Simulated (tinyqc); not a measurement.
Inside a calculation. Method: Pariser-Parr-Pople SCF with singles CI, for the molecule N=C(N)O (SMILES; centres numbered as the heavy atoms are written). One step of it, computed by the program tinyqc.

Problem. Iteration 1: Fock matrix. F_rr = H_rr + P_rr gamma_rr / 2 + sum_(s != r) P_ss gamma_rs; F_rs = H_rs - P_rs gamma_rs / 2; E = tr P (H + F) / 2 + core repulsion sum_(r<s) z_r z_s gamma_rs.

P at the start:
```
           1N        2C         3N         4O
1N   0.174707  0.535455  -0.161471  -0.078143
2C   0.535455  1.842923   0.047368   0.022924
3N  -0.161471  0.047368   1.985716  -0.006913
4O  -0.078143  0.022924  -0.006913   1.996655
```

core matrix H (eV):
```
            1N          2C          3N          4O
1N  -44.035751   -2.510000    0.000000    0.000000
2C   -2.510000  -52.858087   -2.240000   -2.240000
3N    0.000000   -2.240000  -50.727503    0.000000
4O    0.000000   -2.240000    0.000000  -58.648388
```

repulsion gamma_rs (eV):
```
           1N         2C         3N         4O
1N  12.300000   7.730373   5.499728   5.602961
2C   7.730373  11.130000   8.283102   8.700754
3N   5.499728   8.283102  16.800000   5.672336
4O   5.602961   8.700754   5.672336  21.500000
```

Centres (angstrom, eV; a flat drawing with bonds scaled to 1.40 angstrom):
```
centre          x          y  core charge z          W   gamma_rr
1N      -1.212000   0.700000              1  14.100000  12.300000
2C       0.000000   0.000000              1  11.160000  11.130000
3N       1.212000   0.700000              2  25.600000  16.800000
4O       0.000000  -1.400000              2  33.000000  21.500000
```

Give: F; pi energy.

Solution.

F (eV):
```
         1N       2C       3N       4O
1N  -6.6067  -4.5796   0.4440   0.2189
2C  -4.5796  -7.4314  -2.4362  -2.3397
3N   0.4440  -2.4362  -6.4958   0.0196
4O   0.2189  -2.3397   0.0196  -8.9070
```

pi energy = -101.8540 eV
